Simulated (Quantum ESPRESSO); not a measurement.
# GaP (F-43m) in Quantum ESPRESSO: a series of runs

The runs below take GaP through single point, with LDA, PBEsol.

Everything below comes from runs of Quantum ESPRESSO 7.5. Logs are shortened: lines on timing, memory, paths and dates and some standing lists are left out, and cuts for length are marked.

**The experiment to reproduce.**

“Stacking defects in GaP nanowires: Electronic structure and optical properties”, 2018, arxiv:1810.01194 quotes, for a bulk crystal of GaP at 10 K: band gap 2.34 eV (indirect).

The results are compared with them further down.

### 1 The crystal as given

Symmetry: F-43m, No. 216, cubic system. Conventional cell: a = 5.451 Å, b = 5.451 Å, c = 5.451 Å, α = 90.00°, β = 90.00°, γ = 90.00°. Ga (site symmetry -43m) is surrounded by 4 P at 2.36 Å. P (site symmetry -43m) has 4 Ga at 2.36 Å as nearest neighbours.

### 2 Single point, LDA

The input, scf.in:

```
&CONTROL
  calculation = 'scf'
  prefix = 'pwscf'
  outdir = './tmp'
  pseudo_dir = './pseudo'
/
&SYSTEM
  ibrav = 0
  nat = 2
  ntyp = 2
  ecutwfc = 80
  nbnd = 15
  occupations = 'smearing'
  smearing = 'fd'
  degauss = 0.00367493
  force_symmorphic = .true.
/
&ELECTRONS
  conv_thr = 4d-10
  electron_maxstep = 120
  mixing_beta = 0.5
/
ATOMIC_SPECIES
Ga    69.7230 Ga.upf
P     30.9738 P.upf
CELL_PARAMETERS angstrom
   0.0000000000    2.7252500000    2.7252500000
   2.7252500000    0.0000000000    2.7252500000
   2.7252500000    2.7252500000    0.0000000000
ATOMIC_POSITIONS angstrom
Ga     0.0000000000    0.0000000000    0.0000000000
P      4.0878750000    4.0878750000    4.0878750000
K_POINTS automatic
8 8 8 0 0 0
```

The input, nscf.in:

```
&CONTROL
  calculation = 'nscf'
  prefix = 'pwscf'
  outdir = './tmp'
  pseudo_dir = './pseudo'
/
&SYSTEM
  ibrav = 0
  nat = 2
  ntyp = 2
  ecutwfc = 80
  nbnd = 129
  occupations = 'fixed'
  force_symmorphic = .true.
/
&ELECTRONS
  conv_thr = 1d-08
  diago_full_acc = .true.
  diago_thr_init = 1d-06
/
ATOMIC_SPECIES
Ga    69.7230 Ga.upf
P     30.9738 P.upf
CELL_PARAMETERS angstrom
   0.0000000000    2.7252500000    2.7252500000
   2.7252500000    0.0000000000    2.7252500000
   2.7252500000    2.7252500000    0.0000000000
ATOMIC_POSITIONS angstrom
Ga     0.0000000000    0.0000000000    0.0000000000
P      4.0878750000    4.0878750000    4.0878750000
K_POINTS automatic
4 4 4 0 0 0
```

Potentials or basis: PseudoDojo 0.4.1 SR LDA standard.

Command:

```sh
$ OMP_NUM_THREADS=1 pw.x -in scf.in > scf.out
$ OMP_NUM_THREADS=1 pw.x -in nscf.in > nscf.out
```

scf.out:

```text
This program is part of the open-source Quantum ESPRESSO suite
     for quantum simulation of materials; please cite
[... 9 lines left out ...]
     --------------------
     sticks:   dense  smooth     PW     G-vecs:    dense   smooth      PW
     Sum        1159    1159    349                26469    26469    4279

     Using Slab Decomposition

     bravais-lattice index     =            0
     lattice parameter (alat)  =       7.2832  a.u.
     unit-cell volume          =     273.1780 (a.u.)^3
     number of atoms/cell      =            2
     number of atomic types    =            2
     number of electrons       =        18.00
     number of Kohn-Sham states=           15
     kinetic-energy cutoff     =      80.0000  Ry
     charge density cutoff     =     320.0000  Ry
     scf convergence threshold =      4.0E-10
     mixing beta               =       0.5000
     number of iterations used =            8  plain     mixing
     Exchange-correlation= SLA  PW   NOGX NOGC
                           (   1   4   0   0   0   0   0)

     celldm(1)=   7.283166  celldm(2)=   0.000000  celldm(3)=   0.000000
     celldm(4)=   0.000000  celldm(5)=   0.000000  celldm(6)=   0.000000

     crystal axes: (cart. coord. in units of alat)
               a(1) = (   0.000000   0.707107   0.707107 )
               a(2) = (   0.707107   0.000000   0.707107 )
               a(3) = (   0.707107   0.707107   0.000000 )

     reciprocal axes: (cart. coord. in units 2 pi/alat)
               b(1) = ( -0.707107  0.707107  0.707107 )
               b(2) = (  0.707107 -0.707107  0.707107 )
               b(3) = (  0.707107  0.707107 -0.707107 )

     PseudoPot. # 1 for Ga read from file:
     Ga.upf
     Pseudo is Norm-conserving + core correction, Zval = 13.0
     Generated using ONCVPSP code by D. R. Hamann
     Using radial grid of 1858 points,  6 beta functions with:
                l(1) =   0
                l(2) =   0
                l(3) =   1
                l(4) =   1
                l(5) =   2
                l(6) =   2

     PseudoPot. # 2 for P  read from file:
     P.upf
     Pseudo is Norm-conserving + core correction, Zval =  5.0
     Generated using ONCVPSP code by D. R. Hamann
     Using radial grid of 1298 points,  6 beta functions with:
                l(1) =   0
                l(2) =   0
                l(3) =   1
                l(4) =   1
                l(5) =   2
                l(6) =   2

     atomic species   valence    mass     pseudopotential
     Ga               13.00    69.72300     Ga( 1.00)
     P                 5.00    30.97380     P ( 1.00)

     24 Sym. Ops. (no inversion) found

   Cartesian axes

     site n.     atom                  positions (alat units)
         1        Ga     tau(   1) = (   0.0000000   0.0000000   0.0000000  )
         2        P      tau(   2) = (   1.0606602   1.0606602   1.0606602  )

     number of k points=    29  Fermi-Dirac smearing, width (Ry)=  0.0037
                       cart. coord. in units 2pi/alat
        k(    1) = (   0.0000000   0.0000000   0.0000000), wk =   0.0039062
        k(    2) = (   0.0883883   0.0883883  -0.0883883), wk =   0.0312500
        k(    3) = (   0.1767767   0.1767767  -0.1767767), wk =   0.0312500
        k(    4) = (   0.2651650   0.2651650  -0.2651650), wk =   0.0312500
        k(    5) = (  -0.3535534  -0.3535534   0.3535534), wk =   0.0156250
        k(    6) = (   0.1767767   0.0000000   0.0000000), wk =   0.0234375
        k(    7) = (   0.2651650   0.0883883  -0.0883883), wk =   0.0937500
        k(    8) = (   0.3535534   0.1767767  -0.1767767), wk =   0.0937500
        k(    9) = (  -0.2651650  -0.4419417   0.4419417), wk =   0.0937500
        k(   10) = (  -0.1767767  -0.3535534   0.3535534), wk =   0.0937500
        k(   11) = (  -0.0883883  -0.2651650   0.2651650), wk =   0.0937500
        k(   12) = (   0.0000000  -0.1767767   0.1767767), wk =   0.0468750
        k(   13) = (   0.3535534   0.0000000   0.0000000), wk =   0.0234375
        k(   14) = (   0.4419417   0.0883883  -0.0883883), wk =   0.0937500
        k(   15) = (  -0.1767767  -0.5303301   0.5303301), wk =   0.0937500
        k(   16) = (  -0.0883883  -0.4419417   0.4419417), wk =   0.0937500
        k(   17) = (   0.0000000  -0.3535534   0.3535534), wk =   0.0468750
        k(   18) = (   0.5303301  -0.0000000   0.0000000), wk =   0.0234375
        k(   19) = (  -0.0883883  -0.6187184   0.6187184), wk =   0.0937500
        k(   20) = (   0.0000000  -0.5303301   0.5303301), wk =   0.0468750
        k(   21) = (  -0.7071068   0.0000000   0.0000000), wk =   0.0117188
        k(   22) = (   0.3535534   0.1767767   0.0000000), wk =   0.0937500
        k(   23) = (  -0.2651650  -0.4419417   0.6187184), wk =   0.1875000
        k(   24) = (  -0.1767767  -0.3535534   0.5303301), wk =   0.0937500
        k(   25) = (  -0.1767767  -0.5303301   0.7071068), wk =   0.0937500
        k(   26) = (  -0.0883883  -0.4419417   0.6187184), wk =   0.1875000
        k(   27) = (   0.0000000  -0.3535534   0.5303301), wk =   0.0937500
        k(   28) = (  -0.7071068   0.1767767  -0.0000000), wk =   0.0468750
        k(   29) = (  -0.7071068   0.3535534   0.0000000), wk =   0.0234375

     Dense  grid:    26469 G-vectors     FFT dimensions: (  45,  45,  45)

     Initial potential from superposition of free atoms

     starting charge      17.9978, renormalised to      18.0000
     Starting wfcs are   13 randomized atomic wfcs +    2 random wfcs

     Self-consistent Calculation

     iteration #  1     ecut=    80.00 Ry     beta= 0.50
     Davidson diagonalization with overlap
     ethr =  1.00E-02,  avg # of iterations =  4.6

     Threshold (ethr) on eigenvalues was too large:
     Diagonalizing with lowered threshold

     Davidson diagonalization with overlap
     ethr =  3.84E-04,  avg # of iterations =  2.1

     total energy              =    -166.68746550 Ry
     estimated scf accuracy    <       0.06905218 Ry

     iteration #  2     ecut=    80.00 Ry     beta= 0.50
     Davidson diagonalization with overlap
     ethr =  3.84E-04,  avg # of iterations =  2.0

     total energy              =    -166.69757495 Ry
     estimated scf accuracy    <       0.00630604 Ry

     iteration #  3     ecut=    80.00 Ry     beta= 0.50
     Davidson diagonalization with overlap
     ethr =  3.50E-05,  avg # of iterations =  5.2

     total energy              =    -166.69767241 Ry
     estimated scf accuracy    <       0.00106264 Ry

     iteration #  4     ecut=    80.00 Ry     beta= 0.50
     Davidson diagonalization with overlap
     ethr =  5.90E-06,  avg # of iterations =  2.9

     total energy              =    -166.69771439 Ry
     estimated scf accuracy    <       0.00001310 Ry

     iteration #  5     ecut=    80.00 Ry     beta= 0.50
     Davidson diagonalization with overlap
     ethr =  7.28E-08,  avg # of iterations =  2.6

     total energy              =    -166.69771760 Ry
     estimated scf accuracy    <       0.00000094 Ry

     iteration #  6     ecut=    80.00 Ry     beta= 0.50
     Davidson diagonalization with overlap
     ethr =  5.20E-09,  avg # of iterations =  2.0

     total energy              =    -166.69771778 Ry
     estimated scf accuracy    <       0.00000002 Ry

     iteration #  7     ecut=    80.00 Ry     beta= 0.50
     Davidson diagonalization with overlap
     ethr =  1.30E-10,  avg # of iterations =  3.6

     total energy              =    -166.69771780 Ry
     estimated scf accuracy    <          3.3E-09 Ry

     iteration #  8     ecut=    80.00 Ry     beta= 0.50
     Davidson diagonalization with overlap
     ethr =  1.85E-11,  avg # of iterations =  3.0

     total energy              =    -166.69771779 Ry
     estimated scf accuracy    <       0.00000002 Ry

     iteration #  9     ecut=    80.00 Ry     beta= 0.50
     Davidson diagonalization with overlap
     ethr =  1.85E-11,  avg # of iterations =  2.6

     End of self-consistent calculation

          k = 0.0000 0.0000 0.0000 (  3287 PWs)   bands (ev):

    -7.3270  -7.3270  -7.3270  -7.2287  -7.2287  -5.1593   7.3597   7.3597
     7.3597   8.9629  11.1559  11.1559  11.1559  15.8520  17.1007

          k = 0.0884 0.0884-0.0884 (  3311 PWs)   bands (ev):

    -7.3396  -7.3223  -7.3223  -7.2288  -7.2288  -4.9570   5.6820   7.1263
     7.1263   9.6383  11.5078  11.5078  11.7022  16.4589  16.4590

          k = 0.1768 0.1768-0.1768 (  3317 PWs)   bands (ev):

    -7.3678  -7.3125  -7.3125  -7.2275  -7.2275  -4.3822   3.4237   6.6893
     6.6893   9.3494  12.0165  12.0165  13.5393  16.2642  16.2645

          k = 0.2652 0.2652-0.2652 (  3305 PWs)   bands (ev):

    -7.3936  -7.3049  -7.3049  -7.2238  -7.2238  -3.5760   1.5217   6.3525
     6.3525   8.9913  12.0651  12.0651  15.1761  16.9597  17.4462

          k =-0.3536-0.3536 0.3536 (  3316 PWs)   bands (ev):

    -7.4037  -7.3026  -7.3026  -7.2215  -7.2215  -3.0776   0.6474   6.2316
     6.2316   8.8614  11.9952  11.9952  15.4220  17.9916  18.9503

          k = 0.1768 0.0000 0.0000 (  3299 PWs)   bands (ev):

    -7.3481  -7.3179  -7.3179  -7.2328  -7.2256  -4.8898   5.7528   6.7023
     6.7023  10.2141  10.6958  12.1044  12.1044  15.3803  17.3435

          k = 0.2652 0.0884-0.0884 (  3311 PWs)   bands (ev):

    -7.3704  -7.3096  -7.3075  -7.2359  -7.2226  -4.4379   4.0206   6.2116
     6.2321  10.1770  11.1309  12.8367  12.9330  15.2842  17.3231

          k = 0.3536 0.1768-0.1768 (  3300 PWs)   bands (ev):

    -7.3927  -7.3031  -7.2989  -7.2341  -7.2199  -3.6905   2.1080   5.6470
     5.9211   9.9537  11.6758  12.9529  13.6260  16.8608  17.9950

          k =-0.2652-0.4419 0.4419 (  3300 PWs)   bands (ev):

    -7.4049  -7.3003  -7.2960  -7.2283  -7.2202  -2.9984   0.8429   5.2105
     5.9160   9.8021  11.7342  12.6724  15.2053  17.3057  19.1097

          k =-0.1768-0.3536 0.3536 (  3291 PWs)   bands (ev):

    -7.4010  -7.3007  -7.2984  -7.2255  -7.2241  -3.1790   1.1450   5.0563
     6.1875   9.8713  11.9231  12.4435  15.2164  16.9858  17.6014

          k =-0.0884-0.2652 0.2652 (  3310 PWs)   bands (ev):

    -7.3825  -7.3064  -7.3047  -7.2310  -7.2241  -3.9639   2.7131   5.2611
     6.6495  10.1333  12.1628  12.1889  13.6171  15.5419  17.7262

          k = 0.0000-0.1768 0.1768 (  3303 PWs)   bands (ev):

    -7.3578  -7.3170  -7.3130  -7.2316  -7.2260  -4.6298   4.5306   5.9865
     7.0871  10.2357  11.5375  11.6611  12.8430  15.4909  16.7154

          k = 0.3536 0.0000 0.0000 (  3327 PWs)   bands (ev):

    -7.3907  -7.2956  -7.2956  -7.2447  -7.2180  -4.1198   3.6207   5.6594
     5.6594   9.4091  10.9382  14.0110  14.0110  15.0010  18.0472

          k = 0.4419 0.0884-0.0884 (  3311 PWs)   bands (ev):

    -7.4083  -7.2877  -7.2850  -7.2482  -7.2148  -3.4823   2.3346   4.9215
     5.3250   9.5504  10.8831  13.9350  14.5910  16.9825  18.7530

          k =-0.1768-0.5303 0.5303 (  3295 PWs)   bands (ev):

    -7.4150  -7.2888  -7.2809  -7.2434  -7.2162  -2.7530   1.1518   4.0786
     5.3096   9.6866  12.1774  13.8001  14.3366  17.9940  19.0386

          k =-0.0884-0.4419 0.4419 (  3284 PWs)   bands (ev):

    -7.4105  -7.2936  -7.2839  -7.2346  -7.2233  -2.6211   0.9811   3.6371
     5.6137   9.9541  12.8902  13.8575  14.7861  16.4392  16.9619

          k = 0.0000-0.3536 0.3536 (  3310 PWs)   bands (ev):

    -7.3984  -7.2986  -7.2938  -7.2301  -7.2270  -3.2701   1.8812   3.9162
     6.1452  10.3997  12.9356  13.1232  13.4817  15.5964  18.2477

          k = 0.5303-0.0000 0.0000 (  3302 PWs)   bands (ev):

    -7.4262  -7.2724  -7.2724  -7.2583  -7.2104  -2.9845   1.6303   4.9164
     4.9164   8.8595   9.7452  16.1782  16.1782  16.9747  19.0605

          k =-0.0884-0.6187 0.6187 (  3295 PWs)   bands (ev):

    -7.4315  -7.2720  -7.2674  -7.2572  -7.2104  -2.3840   0.8573   4.1780
     4.8297   9.1183  10.0979  16.0392  16.4221  18.3123  19.2782

          k = 0.0000-0.5303 0.5303 (  3282 PWs)   bands (ev):

    -7.4234  -7.2819  -7.2714  -7.2479  -7.2166  -2.1970   0.7211   3.3740
     5.0858   9.4090  12.0486  15.4701  15.5037  16.4700  17.6694

          k =-0.7071 0.0000 0.0000 (  3306 PWs)   bands (ev):

    -7.4395  -7.2643  -7.2626  -7.2626  -7.2072  -2.1598   0.5105   4.6547
     4.6547   8.8674   9.0455  17.7900  17.7900  18.3084  20.1808

          k = 0.3536 0.1768 0.0000 (  3314 PWs)   bands (ev):

    -7.3901  -7.3007  -7.2967  -7.2395  -7.2198  -3.8918   2.9466   4.9264
     6.0728  10.5421  11.3038  12.6717  13.7833  15.8023  18.3626

          k =-0.2652-0.4419 0.6187 (  3296 PWs)   bands (ev):

    -7.4046  -7.2972  -7.2877  -7.2374  -7.2199  -3.1302   1.5855   4.2771
     5.6163  10.7138  11.6845  12.9318  14.3677  16.8044  18.7118

          k =-0.1768-0.3536 0.5303 (  3298 PWs)   bands (ev):

    -7.4099  -7.2967  -7.2846  -7.2339  -7.2215  -2.6660   0.8599   4.1179
     5.4027  10.6947  11.5360  13.7211  15.1420  16.1325  19.1991

          k =-0.1768-0.5303 0.7071 (  3311 PWs)   bands (ev):

    -7.4194  -7.2836  -7.2749  -7.2502  -7.2140  -2.8326   1.4602   4.2582
     4.8407  10.0690  10.7058  13.7878  16.1479  17.2613  19.5660

          k =-0.0884-0.4419 0.6187 (  3298 PWs)   bands (ev):

    -7.4195  -7.2879  -7.2715  -7.2450  -7.2182  -2.2942   0.8466   3.5968
     4.6528  10.4664  12.1304  13.4391  15.3838  16.8896  19.5098

          k = 0.0000-0.3536 0.5303 (  3293 PWs)   bands (ev):

    -7.4133  -7.2934  -7.2760  -7.2392  -7.2222  -2.4829   1.0540   3.4420
     5.0127  10.8632  12.7339  12.8338  15.3219  16.1347  17.9033

          k =-0.7071 0.1768-0.0000 (  3296 PWs)   bands (ev):

    -7.4305  -7.2752  -7.2672  -7.2535  -7.2124  -2.1134   0.6059   4.1616
     4.2314   9.9991  10.1796  15.7175  15.8203  18.6488  19.1505

          k =-0.7071 0.3536 0.0000 (  3268 PWs)   bands (ev):

    -7.4198  -7.2895  -7.2679  -7.2440  -7.2201  -2.0653   0.7152   3.7437
     3.8912  11.9581  12.1249  13.3269  13.3710  18.7478  19.1099

     the Fermi energy is     8.0738 ev

!    total energy              =    -166.69771780 Ry
     estimated scf accuracy    <          1.5E-10 Ry
     smearing contrib. (-TS)   =      -0.00000000 Ry
     internal energy E=F+TS    =    -166.69771780 Ry

     The total energy is F=E-TS. E is the sum of the following terms:
     one-electron contribution =     -77.17988575 Ry
     hartree contribution      =      52.22615964 Ry
     xc contribution           =     -45.26636781 Ry
     ewald contribution        =     -96.47762389 Ry

     convergence has been achieved in   9 iterations

=------------------------------------------------------------------------------=
   JOB DONE.
=------------------------------------------------------------------------------=
```

It took 62 s on 1 thread of Arm Neoverse V1, shared host; peak memory 0.07 GiB.

Results:

- Band gap on the k mesh, mean-field level: 1.50 eV, indirect (least direct gap 1.60 eV)

Caveat: the k mesh is coarse (spacing up to 0.50 Å⁻¹), so the values aren't converged. A k mesh can miss the band edges.

(Part 1 of 2 ends here.)
